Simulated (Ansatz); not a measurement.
Consider the following.

LaAlO$_{3}$:
```cif
data_Al6La6O18
_chemical_formula_sum 'La6 Al6 O18'
_space_group_name_H-M_alt 'R-3c :H'
_space_group_IT_number 167
_space_group_name_Hall '-R 3 2"c'
_cell_length_a 5.35329
_cell_length_b 5.35329
_cell_length_c 13.04854
_cell_angle_alpha 90.000
_cell_angle_beta 90.000
_cell_angle_gamma 120.000
loop_
_atom_site_label
_atom_site_type_symbol
_atom_site_symmetry_multiplicity
_atom_site_Wyckoff_symbol
_atom_site_fract_x
_atom_site_fract_y
_atom_site_fract_z
_atom_site_occupancy
La1 La 6 a 0.00000 0.00000 0.25000 1
Al1 Al 6 b 0.00000 0.00000 0.00000 1
O1 O 18 e 0.46410 0.46410 0.25000 1
```
(The calculation used a cell of 10 atoms; values per cell refer to that cell.)

This is the PBEsol-relaxed structure.

### Question
All from the program Ansatz at the PBEsol level (PAW), unless another level is named. Give the gap with spin–orbit coupling.

### Answer
3.93 eV.

### Question
And the hole effective mass?

### Answer
1.0, 1.3, 6.9 mₑ (principal values).

### Question
Next, the conduction-band minimum?

### Answer
at Γ.

### Question
What about the weight of the conduction-edge state by species (Voronoi cells)?

### Answer
La 56 %, O 43 %.

Symmetry was held in the PBEsol relaxation; of distortions, only those at the zone centre were tested. Spin–orbit coupling is left out wherever it is not named.

Potentials: the later of the program's two PAW sets.
